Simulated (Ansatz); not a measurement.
Two Ansatz runs on BaO

The geometry is COD entry 5910030, unchecked; take it as a test cell. It differs from other determinations. The listed cell was then made from it by scaling, straining or moving an atom.

First run: DFT, LDA, all-electron LAPW, scalar-relativistic (Ansatz 0.2.0).

Command: `ansatz run input.yaml --threads 1 --pin off --max-ram 2048MiB --backend cpu --events-out ev --progress --plain --runs-dir out` The run took about 18 s on 1 thread of a shared machine.

```yaml
crystal:
  lattice:
    - [0.0, 2.7861883605, 2.7861883605]
    - [2.7861883605, 0.0, 2.7861883605]
    - [2.7861883605, 2.7861883605, 0.0]
  atoms:
    - { symbol: Ba, position: [0.0, 0.0, 0.0] }
    - { symbol: O, position: [0.5, 0.5, 0.5] }
kpoints:
  mp_grid: { grid: [8, 8, 8] }
scf:
  occupations: { method: fermi_dirac, width: 0.02 }
hamiltonian:
  xc: lda
  pseudopotentials: { kind: all_electron, lapw: { basis_error: 0.001 } }
output:
  forces: true
  stress: true
relax:
  f_tol: 0.005
  max_steps: 80
  cell: {}
```

Result: converged; relaxed volume 20.071 Å³/atom; 25 SCF iterations in all.

No spin–orbit coupling, which matters for the heavy atoms here.

The input is then changed:

```diff
@@ -12,5 +12,5 @@
   occupations: { method: fermi_dirac, width: 0.02 }
 hamiltonian:
-  xc: lda
+  xc: revpbe
   pseudopotentials: { kind: all_electron, lapw: { basis_error: 0.001 } }
 output:
```

Predict the outcome of the changed run.

It converged; relaxed volume 22.218 Å³/atom; 25 SCF iterations in all.

The results part of its log:

```
basis re-selected at this cell: Δ(F+E_penalty+E_count) = +9.385e-7 eV, ΔP = -0.000 GPa vs the last step (what re-selecting the basis moved, after the strain that the cell walked since its last selection, with what the two solves' SCF thresholds leave and, on support functions, any second-order correction that the steps lacked; it is no measure of the basis error at this ecutwfc). This SCF's stress stands 6.56e-3 GPa from its target on what of the cell is left free (relax.cell.stress_tol is 5.00e-2 GPa) and its largest allowed force component is 3.16e-30 eV/Å (relax.f_tol is 5.00e-3 eV/Å): within both
SCF converged after 3 iterations
Free energy (F): -223431.311673 eV
Harris-Foulkes:  -223431.311673 eV  (|F-HF|=9.98e-9)
Internal energy: -223431.311673 eV  (E = F + TS)
E sigma→0 (E₀):  -223431.311673 eV
Fermi energy:    11.877063 eV
--- Per-component energies (eV) ---
  E_band       = -2108.453119
  E_kinetic    = 237933.873206
  E_xc         = -5636.322306
  E_electrostatic = -455728.862573  (all electrons and nuclei)
  E_smearing   = -0.000000  (= −TS)
  E_closure    = 0.000000  (closes the sum)
  E_atoms      = -223419.976456  (free atoms, spherical and without spin; not in F)
  Σ components = -223431.311673   (vs F -223431.311673, Δ=0.00e0)
  Basis errors (estimates in eV, not in F): energy 4.2e-4 per atom: plane waves 3.9e-4 (2.0e-4 summed), levels above the bands 2.2e-82, relativity 4.2e-8, radial functions 3.1e-5, core shells 1.1e-8; eigenvalues (radial functions only) 1.5e-5; not estimated: angular momenta, meshes, grids; target (lapw.basis_error) 1.0e-3; muffin-tin radii O 1.280 Å, Ba 1.447 Å
--- Forces (eV/Å), atoms counted from 1 ---
  atom   1  Ba    -0.00000000    -0.00000000    -0.00000000
  atom   2  O      0.00000000    -0.00000000    -0.00000000
  max |Σ_I F_I| component: 2.70e-30 eV/Å
--- Stress (GPa, compression-positive) ---
       -0.006563       0.000000      -0.000000
        0.000000      -0.006563       0.000000
       -0.000000       0.000000      -0.006563
  P = ⅓ Tr σ = -0.0066 GPa (-0.066 kbar)
--- Relaxed structure (4 steps of the walk, 3 accepted, 1 SCFs on fresh bases) ---
  F+E_penalty+E_count = -223431.31167300 eV   max|allowed force component| = 3.155e-30 eV/Å   (the final SCF, on the basis selected at the relaxed cell)
  cell:  # Å, volume = 44.4352 Å³
    - [1.6559959106910668e-34, 2.811247201937106, 2.811247201937106]
    - [2.811247201937106, 5.987062138652318e-34, 2.811247201937106]
    - [2.811247201937106, 2.811247201937106, -5.859677837829928e-34]
  atoms:
    - { symbol: Ba, position: [3.182287167172968e-48, -3.141357428688428e-48, -3.407400728837937e-48] }
    - { symbol: O, position: [0.49999999999999994, 0.49999999999999994, 0.49999999999999994] }
```
